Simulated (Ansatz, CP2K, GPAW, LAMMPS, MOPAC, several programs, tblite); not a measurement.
**What each method gives for Si (P6_3/mmc)**

A 4-atom cell of Si (P6_3/mmc) from a materials database, relaxed with r2SCAN in Ansatz, was computed with several methods. Space group P6_3/mmc (No. 194), hexagonal; conventional cell a = 3.832 Å, c = 6.341 Å, 20.16 Å³ an atom. Si is surrounded by 4 Si at 2.35–2.37 Å. Spin-unpolarised throughout; all numbers are computed.

```cif
data_structure
_symmetry_space_group_name_H-M 'P 1'
_symmetry_Int_Tables_number 1
_cell_length_a 3.8321
_cell_length_b 3.8321
_cell_length_c 6.3412
_cell_angle_alpha 90.000
_cell_angle_beta 90.000
_cell_angle_gamma 120.000
_cell_volume 80.65
loop_
_atom_site_label
_atom_site_type_symbol
_atom_site_fract_x
_atom_site_fract_y
_atom_site_fract_z
_atom_site_occupancy
Si1 Si 0.33333 0.66667 0.06306 1
Si2 Si 0.66667 0.33333 0.56306 1
Si3 Si 0.33333 0.66667 0.43694 1
Si4 Si 0.66667 0.33333 0.93694 1
```

Gaps and times are for a single point on this cell; volume and bulk modulus come from each method's own relaxation or energy curve at fixed shape, which is too stiff where a cell has free coordinates or axes. Times are rough, from shared hosts (Arm Neoverse V1), and each method has its own mesh and cell size. A double dagger marks a value from a curve with shape and coordinates held. A star marks a curve whose lowest point is an end point. PM6 (MOPAC), PM7 (MOPAC), GFN1-xTB (tblite), GFN2-xTB (tblite) treat a cluster of cells at its zone centre, which samples few k points: where these miss a band edge, the gap comes out too large for that reason alone. Gaps from k meshes are read at a limited set of points (mesh, symmetry points, PBE's band edges), so each method's own least gap may be somewhat smaller. Force fields have no electrons; where one was fitted to this phase, its volume and modulus reflect the fit. xTB and the PM methods were fitted mostly to molecules, and can miss a solid's gap by electronvolts. Minimal bases can be far off for gaps. GLLB-SC's gap includes the derivative discontinuity. d marks a direct gap, i an indirect one (no mark: not told apart), a dash a value that wasn't computed or didn't pass its checks.

```json
{"method": "Si.tersoff (LAMMPS)", "kind": "force field", "gap (eV)": "–", "own volume (Å³/atom)": "20.03", "bulk modulus (GPa)": "98‡", "atoms computed": "4", "processor time": "0.12 s"}
{"method": "SiC_Erhart-Albe.tersoff (LAMMPS)", "kind": "force field", "gap (eV)": "–", "own volume (Å³/atom)": "20.00", "bulk modulus (GPa)": "99‡", "atoms computed": "4", "processor time": "0.12 s"}
{"method": "Si.sw (LAMMPS)", "kind": "force field", "gap (eV)": "–", "own volume (Å³/atom)": "20.02", "bulk modulus (GPa)": "101‡", "atoms computed": "4", "processor time": "0.14 s"}
{"method": "Si.edip (LAMMPS)", "kind": "force field", "gap (eV)": "–", "own volume (Å³/atom)": "20.02", "bulk modulus (GPa)": "–", "atoms computed": "4", "processor time": "0.15 s"}
{"method": "non-self-consistent DFTB (CP2K)", "kind": "tight binding", "gap (eV)": "2.67 d", "own volume (Å³/atom)": "–", "bulk modulus (GPa)": "–", "atoms computed": "4", "processor time": "0.59 s"}
{"method": "light PBE (260 eV and a coarse mesh)", "kind": "light plane-wave", "gap (eV)": "0.40 i", "own volume (Å³/atom)": "20.48‡", "bulk modulus (GPa)": "88‡", "atoms computed": "4", "processor time": "1 s"}
{"method": "GFN1-xTB (tblite)", "kind": "tight binding", "gap (eV)": "0.19", "own volume (Å³/atom)": "22.27*‡", "bulk modulus (GPa)": "90*‡", "atoms computed": "72", "processor time": "4.2 s"}
{"method": "PBE", "kind": "semilocal", "gap (eV)": "0.43 i", "own volume (Å³/atom)": "20.44", "bulk modulus (GPa)": "89‡", "atoms computed": "4", "processor time": "4.8 s"}
{"method": "PBE/SZV (CP2K)", "kind": "small basis", "gap (eV)": "2.63 i", "own volume (Å³/atom)": "21.34‡", "bulk modulus (GPa)": "88‡", "atoms computed": "4", "processor time": "5.7 s"}
{"method": "GFN2-xTB (tblite)", "kind": "tight binding", "gap (eV)": "1.62", "own volume (Å³/atom)": "19.68‡", "bulk modulus (GPa)": "119‡", "atoms computed": "72", "processor time": "6.2 s"}
{"method": "r2SCAN", "kind": "semilocal", "gap (eV)": "0.61 i", "own volume (Å³/atom)": "20.16", "bulk modulus (GPa)": "97‡", "atoms computed": "4", "processor time": "12 s"}
{"method": "PBE/DZVP (CP2K)", "kind": "small basis", "gap (eV)": "0.48 i", "own volume (Å³/atom)": "20.41‡", "bulk modulus (GPa)": "89‡", "atoms computed": "4", "processor time": "14 s"}
{"method": "PM7 (MOPAC)", "kind": "semi-empirical", "gap (eV)": "6.50", "own volume (Å³/atom)": "18.29*‡", "bulk modulus (GPa)": "184*‡", "atoms computed": "72", "processor time": "18 s"}
{"method": "PBE/single zeta (GPAW)", "kind": "small basis", "gap (eV)": "1.53 d", "own volume (Å³/atom)": "–", "bulk modulus (GPa)": "–", "atoms computed": "4", "processor time": "26 s"}
{"method": "PM6 (MOPAC)", "kind": "semi-empirical", "gap (eV)": "0.65", "own volume (Å³/atom)": "–", "bulk modulus (GPa)": "–", "atoms computed": "72", "processor time": "33 s"}
{"method": "GLLB-SC (GPAW)", "kind": "model potential", "gap (eV)": "0.82", "own volume (Å³/atom)": "–", "bulk modulus (GPa)": "–", "atoms computed": "4", "processor time": "49 s"}
```

Against r2SCAN (0.61 eV) and with closed or daggered gaps left aside, the nearest gap at the points sampled is that of PM6 (MOPAC) (+0.04 eV) and the farthest that of PM7 (MOPAC) (+5.89 eV). r2SCAN is only a yardstick of convenience: semilocal gaps usually lie below measured ones, which GLLB-SC and hybrids aim to mend.

Volumes against r2SCAN's: Si.tersoff (LAMMPS) -0.7 %, SiC_Erhart-Albe.tersoff (LAMMPS) -0.8 %, Si.sw (LAMMPS) -0.7 %, Si.edip (LAMMPS) -0.7 %, PBE +1.4 %.

Relaxed on its own, the cell leaves this structure with non-self-consistent DFTB (CP2K), so no volume is listed.
